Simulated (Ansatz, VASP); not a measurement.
## Pt in VASP and in Ansatz

File INCAR:

```
PREC = Accurate ; ENCUT = 520
EDIFF = 1E-6 ; ISMEAR = 0
SIGMA = 0.1 ; LREAL = False
LASPH = True ; NELM = 80
ALGO = Normal ; ISIF = 2
LWAVE = False ; LCHARG = True
LDIPOL = True ; IDIPOL = 3
DIPOL = 0.5 0.5 0.500 ; GGA = PE
LELF = True ; LVHAR = True
LVACPOTAV = True ; NBANDS = 22
```

Contents of KPOINTS:

```
Automatic mesh
0
Gamma
  12 12 1
```

POSCAR

```
Pt
1.0
    2.8072945022      0.0000000000      0.0000000000
   -1.4036472511      2.4311883548      0.0000000000
    0.0000000000      0.0000000000     19.5842927254
Pt
3
Direct
    0.6666666667      0.3333333333      0.3829599621
    0.3333333333      0.6666666667      0.5000000000
    0.0000000000      0.0000000000      0.6170400379
```

Input for Ansatz:

```yaml
crystal:
  lattice:
    - [2.8072945022, 0.0, 0.0]
    - [-1.4036472511, 2.4311883548, 0.0]
    - [0.0, 0.0, 19.5842927254]
  atoms:
    - { symbol: Pt, position: [0.6666666667, 0.3333333333, 0.3829599621] }
    - { symbol: Pt, position: [0.3333333333, 0.6666666667, 0.5] }
    - { symbol: Pt, position: [0.0, 0.0, 0.6170400379] }
basis:
  ecutwfc: 420
kpoints:
  mp_grid: { grid: [12, 12, 1] }
hamiltonian:
  xc: pbe
scf:
  occupations: { method: gaussian, width: 0.1 }
output:
  forces: true
  stress: true
  eigenvalues: true
  write_density: true
  write_potential: true
  elf: true
  volumetric_format: npy
efield:
  axis: 3
  dipole_correction: true
```

Alike in both runs: task single point; functional PBE; k mesh 12 × 12 × 1; occupations gaussian, width 0.1 eV; no spin polarisation.

|  | VASP | Ansatz |
| --- | --- | --- |
| version | VASP 6.6.1 | Ansatz 0.2.0 |
| potentials or method | VASP PAW PBE potentials, release 64 (Pt) | scalar-relativistic, plane waves, PAW |
| plane-wave cutoff (eV) | 520 | 420 |
| valence electrons in the cell | 30 | 54 |

Ansatz gave:

```
gap on the k mesh at the Fermi level (eV)  : none
rms of the force components (eV/Å)         : 0.050
work function, face that differs most (eV) : 5.79
```

Q: Which values does VASP return?

A: gap on the k mesh at the Fermi level (eV): none; rms of the force components (eV/Å): 0.039; work function, face that differs most (eV): 5.79.

Atom by atom the forces differ by 0.011 eV/Å (rms over components). A gap of «none» marks a metal or a gap that the smearing closes. The two sets of potentials don't hold the same shells in valence. Ansatz warned: «xc_potential_rough_in_thin_density».

The runs have no spin-orbit coupling, so splittings on Pt are missing.
